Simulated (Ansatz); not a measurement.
**Could B6As exist in this structure?**

Plane-wave DFT in Ansatz with scalar-relativistic PAW potentials. The crystal relaxes under PBEsol to R-3m with a = 6.123 Å, c = 11.844 Å, 9.16 Å³/atom. No spin polarisation.

```
B As
1.0
     3.06142    1.76751    3.94791
    -3.06142    1.76751    3.94791
     0.00000   -3.53502    3.94791
B As
12 2
Cartesian
  0.0000 -1.0924 1.4055
  -0.9461 0.5462 1.4055
  1.6813 -0.9707 7.5649
  0.0000 1.9414 7.5649
  -1.6813 -0.9707 7.5649
  1.6813 0.9707 4.2788
  -1.6813 0.9707 4.2788
  0.0000 -1.9414 4.2788
  0.9461 -0.5462 10.4382
  0.0000 1.0924 10.4382
  -0.9461 -0.5462 10.4382
  0.9461 0.5462 1.4055
  0.0000 0.0000 7.1157
  0.0000 0.0000 4.7280
```

Question: Test it against the elements, against displacements at the zone centre and against strain.

Answer:
- Energy over the elements: -0.171 eV/atom (PBEsol, standard states in the same functional, gases uncorrected)
- Optical modes at Γ: all 39 real, 224 to 1017 cm⁻¹ (PBEsol, without the LO-TO term)
- Least eigenvalue of the elastic tensor: 169 GPa (PBEsol)

It passes all three tests. So it is a local minimum against everything tried and bound against the elements. Modes at other wave vectors, other structures and decomposition into other compounds weren't tested here.